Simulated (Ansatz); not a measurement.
**SnO2 (P4_2/mnm), random displacements**

Theory: DFT r2SCAN, scalar-relativistic, plane waves, PAW in Ansatz. Cutoff 500 eV, Γ-centred 6×6×8 k-points, Gaussian smearing of 0.05 eV. No spin polarisation. Energies are free energies at this smearing, counted from the undisturbed cell; pressure is positive in compression.

Reference structure (relaxed at this level):

```
CELL_PARAMETERS angstrom
4.76022 0.00000 0.00000
0.00000 4.76022 0.00000
0.00000 0.00000 3.20057
ATOMIC_POSITIONS crystal
Sn 0.00000 0.00000 0.00000
Sn 0.50000 0.50000 0.50000
O 0.30589 0.30589 0.00000
O 0.19411 0.80589 0.50000
O 0.69411 0.69411 0.00000
O 0.80589 0.19411 0.50000
```

The atoms are displaced (Å, in the unstrained cell):

```csv
atom,ux,uy,uz
Sn1,-0.219,0.125,-0.147
Sn2,-0.113,-0.218,-0.027
O3,0.217,-0.180,0.048
O4,0.032,0.242,0.236
O5,0.086,-0.055,0.188
O6,-0.004,0.086,-0.299
```

Strain (Voigt, engineering shear): (-0.0134, 0.0338, 0.0189, -0.0601, -0.0853, -0.0204).

Task: What are the energy change, the stress and the forces?

Result: ΔE = 531.9 meV/atom; stress (xx, yy, zz, yz, xz, xy; compression positive) (5.25, 1.57, 9.16, 14.67, 7.84, -1.53) GPa; gap on the mesh 0.60 eV.
| atom | Fx (eV/Å) | Fy | Fz |
| --- | --- | --- | --- |
| Sn1 | 1.61 | -3.34 | -0.58 |
| Sn2 | 1.46 | 6.57 | 4.93 |
| O3 | -3.34 | -1.33 | -4.54 |
| O4 | 0.76 | -1.95 | -2.14 |
| O5 | -0.93 | -0.62 | -1.49 |
| O6 | 0.45 | 0.67 | 3.82 |

Cost: 1 run of about 1.8 core-minutes, on Arm Neoverse V2 (shared hosts).